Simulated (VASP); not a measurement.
# W (Im-3m) in VASP: further runs, part 2 of 2

VASP 6.6.1. Earlier steps stand in the parts before.

## (5) Single point, PBE (a relaxed cell with its volume scaled by 0.97)

Contents of INCAR:

```
SYSTEM = W
PREC = Accurate ; ENCUT = 350
EDIFF = 1E-7 ; ISMEAR = 0
SIGMA = 0.1 ; LREAL = .FALSE.
LASPH = .TRUE. ; NELM = 100
ALGO = Fast ; ISIF = 2
LWAVE = .FALSE. ; LCHARG = .FALSE.
GGA = PE
```

Contents of KPOINTS:

```
regular mesh
0
G
  18 18 18
  0 0 0
```

Contents of POSCAR:

```
W                                       
1.0
   -1.5759752254      1.5759752254      1.5759752254
    1.5759752254     -1.5759752254      1.5759752254
    1.5759752254      1.5759752254     -1.5759752254
  W             
     1
Direct
     0.0000000000000000    0.0000000000000000    0.0000000000000000
```

Potentials or basis: VASP PAW PBE potentials, release 64 (W_sv).

Command:

```bash
cat potpaw_PBE.64/W_sv/POTCAR > POTCAR
mpirun -np 1 vasp_std > vasp.out
```

OUTCAR:

```text
SYSTEM = W
   PREC = Accurate
   ENCUT = 350
   EDIFF = 1E-7
   ISMEAR = 0
   LREAL = .FALSE.
   LASPH = .TRUE.
   NELM = 100
   ISIF = 2
   GGA = PE

 ion  position               nearest neighbor table
   1  0.000  0.000  0.000-

  LATTYP: Found a body centered cubic cell.
 ALAT       =     3.1519504508

  Lattice vectors:
[... 515 lines left out ...]
      5       5.7151      2.00000
      6       8.1539      2.00000
      7      11.0523      2.00000
      8      13.6900      0.00000
      9      15.0481      0.00000
     10      18.1671      0.00000
     11      22.7306      0.00000

 [... further k-points ...]

------------------------ aborting loop because EDIFF is reached ----------------------------------------

  FORCE on cell =-STRESS in cart. coord.  units (eV):
  Direction    XX          YY          ZZ          XY          YZ          ZX
  --------------------------------------------------------------------------------------
  -------------------------------------------------------------------------------------
  Total        0.9795345      0.9795345      0.9795345     -0.0000000      0.0000000     -0.0000000
  in kB      100.2356412    100.2356412    100.2356412     -0.0000000      0.0000000     -0.0000000
  external PRESSURE =     100.2356412 kB  Pullay stress =       0.0000000 kB

 VOLUME and BASIS-vectors are now :
 -----------------------------------------------------------------------------
  energy-cutoff  :      350.00
  volume of cell :       15.66
      direct lattice vectors                 reciprocal lattice vectors
    -1.575975225  1.575975225  1.575975225     0.000000000  0.317263871  0.317263871
     1.575975225 -1.575975225  1.575975225     0.317263871  0.000000000  0.317263871
     1.575975225  1.575975225 -1.575975225     0.317263871  0.317263871  0.000000000

 POSITION                                       TOTAL-FORCE (eV/Angst)
 -----------------------------------------------------------------------------------
      0.00000      0.00000      0.00000         0.000000     -0.000000     -0.000000
 -----------------------------------------------------------------------------------
    total drift:                                0.000000     -0.000000      0.000000

  FREE ENERGIE OF THE ION-ELECTRON SYSTEM (eV)
  ---------------------------------------------------
  free  energy   TOTEN  =       -12.9342219744 eV

  energy  without entropy=      -12.9308068393  energy(sigma->0) =      -12.93251441
```

Run time: 20 s. Hardware: 1 thread of AMD EPYC 7R13 (Zen 3), shared host; peak memory 0.1 GiB.

What came out:

- Free energy: -12.9342 eV
- Pressure: 10.0 GPa
- Band gap on the k mesh: none (metal or under the smearing width)

Spin-orbit coupling is left out, which matters for the levels of W.

## (6) Single point, PBE (a relaxed cell with its volume scaled by 1.03)

INCAR is that of step 5.

KPOINTS is that of step 5.

Contents of POSCAR:

```
W                                       
1.0
   -1.6078216890      1.6078216890      1.6078216890
    1.6078216890     -1.6078216890      1.6078216890
    1.6078216890      1.6078216890     -1.6078216890
  W             
     1
Direct
     0.0000000000000000    0.0000000000000000    0.0000000000000000
```

Potentials or basis: VASP PAW PBE potentials, release 64 (W_sv).

Command:

```bash
cat potpaw_PBE.64/W_sv/POTCAR > POTCAR
mpirun -np 1 vasp_std > vasp.out
```

OUTCAR:

```text
SYSTEM = W
   PREC = Accurate
   ENCUT = 350
   EDIFF = 1E-7
   ISMEAR = 0
   LREAL = .FALSE.
   LASPH = .TRUE.
   NELM = 100
   ISIF = 2
   GGA = PE

 ion  position               nearest neighbor table
   1  0.000  0.000  0.000-

  LATTYP: Found a body centered cubic cell.
 ALAT       =     3.2156433780

  Lattice vectors:
[... 515 lines left out ...]
      5       5.2017      2.00000
      6       7.5624      2.00000
      7      10.1179      2.00000
      8      12.6776      0.00000
      9      13.9113      0.00000
     10      16.7834      0.00000
     11      21.0195      0.00000

 [... further k-points ...]

------------------------ aborting loop because EDIFF is reached ----------------------------------------

  FORCE on cell =-STRESS in cart. coord.  units (eV):
  Direction    XX          YY          ZZ          XY          YZ          ZX
  --------------------------------------------------------------------------------------
  -------------------------------------------------------------------------------------
  Total       -0.8804486     -0.8804486     -0.8804486     -0.0000000     -0.0000000      0.0000000
  in kB      -84.8478743    -84.8478743    -84.8478743     -0.0000000     -0.0000000      0.0000000
  external PRESSURE =     -84.8478743 kB  Pullay stress =       0.0000000 kB

 VOLUME and BASIS-vectors are now :
 -----------------------------------------------------------------------------
  energy-cutoff  :      350.00
  volume of cell :       16.63
      direct lattice vectors                 reciprocal lattice vectors
    -1.607821689  1.607821689  1.607821689     0.000000000  0.310979758  0.310979758
     1.607821689 -1.607821689  1.607821689     0.310979758  0.000000000  0.310979758
     1.607821689  1.607821689 -1.607821689     0.310979758  0.310979758  0.000000000

 POSITION                                       TOTAL-FORCE (eV/Angst)
 -----------------------------------------------------------------------------------
      0.00000      0.00000      0.00000        -0.000000      0.000000      0.000000
 -----------------------------------------------------------------------------------
    total drift:                                0.000000     -0.000000      0.000000

  FREE ENERGIE OF THE ION-ELECTRON SYSTEM (eV)
  ---------------------------------------------------
  free  energy   TOTEN  =       -12.9385047585 eV

  energy  without entropy=      -12.9346970359  energy(sigma->0) =      -12.93660090
```

stdout:

```text
POSCAR found type information on POSCAR W
 POSCAR found :  1 types and       1 ions
 scaLAPACK will be used
 LDA part: xc-table for (Slater+PW92), standard interpolation
 POSCAR, INCAR and KPOINTS ok, starting setup
 FFT: planning ... GRIDC
 FFT: planning ... GRID_SOFT
 FFT: planning ... GRID
 WAVECAR not read
 entering main loop
WARNING in EDDRMM: call to ZHEGV failed, returncode =   8  4     11
```

Run time: 19 s. Hardware: 1 thread of AMD EPYC 7R13 (Zen 3), shared host; peak memory 0.1 GiB.

What came out:

* Free energy: -12.9385 eV
* Pressure: -8.5 GPa
* Band gap on the k mesh: none (metal or under the smearing width)

The run has no spin-orbit coupling, so splittings on W are missing.

## (7) Summary

```tsv
task	cell	gap on the mesh (eV)	pressure (GPa)
relaxation of cell and atoms	relaxed	none	0.0
single point	as given	none	0.0
single point	a relaxed cell with its volume scaled by 0.97	none	10.0
single point	a relaxed cell with its volume scaled by 1.03	none	-8.5
```

Alike in all rows: level PBE; potentials or basis VASP PAW PBE potentials, release 64 (W_sv); no spin polarisation; k mesh 18 × 18 × 18; cutoff (eV) 350; smearing gaussian 0.1 eV.

Absolute energies hang on the potentials; compare differences alone.
